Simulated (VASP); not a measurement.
Input of a VASP 6.6.1 run:

File INCAR:

```
PREC = Accurate
ENCUT = 600
EDIFF = 1E-6
ISMEAR = -1
SIGMA = 0.05
LREAL = F
LASPH = T
NELM = 150
ALGO = Normal
ISIF = 3
LWAVE = F
LCHARG = F
ISPIN = 2
MAGMOM = 2 0
LORBIT = 11
LMAXMIX = 4
METAGGA = R2SCAN
LMIXTAU = T
IBRION = 2
NSW = 60
EDIFFG = -0.02
```

KPOINTS

```
regular mesh
0
Gamma
  8 8 7
```

POSCAR

```
CoO
1.0
    2.8284500000      0.0000000000      0.0000000000
   -1.4142300000      2.4495100000      0.0000000000
    0.0000000000      0.0000000000      2.7217200000
Co O
1 1
Direct
    0.0000000000      0.0000000000      0.5000000000
    0.6666700000      0.3333300000      0.0000000000
```

Potentials or basis: VASP PAW PBE potentials, release 64 (Co, O).

Command:

```bash
$ cat potpaw_PBE.64/Co/POTCAR potpaw_PBE.64/O/POTCAR > POTCAR
$ mpirun -np 1 vasp_std > vasp.out
```

What does it give for the space group after relaxing (to 0.05 Å)?

P-6m2 (No. 187).

What does it give for the net moment?

3.00 μB per cell.

Predict the relaxed volume.

9.26 Å³/atom.

Estimate the relaxed cell.

a = 2.810 Å, b = 2.810 Å, c = 2.707 Å, α = 90.00°, β = 90.00°, γ = 120.00°.

Stress tensor (GPa, compression positive):
```
-0.09  0.00  0.00
 0.00 -0.09  0.00
 0.00  0.00  0.25
```

Caveat: the PAW data sets were made with another functional, which shifts forces and pressure a little; a cell with one magnetic atom can't hold antiferromagnetic order, which such compounds often take.
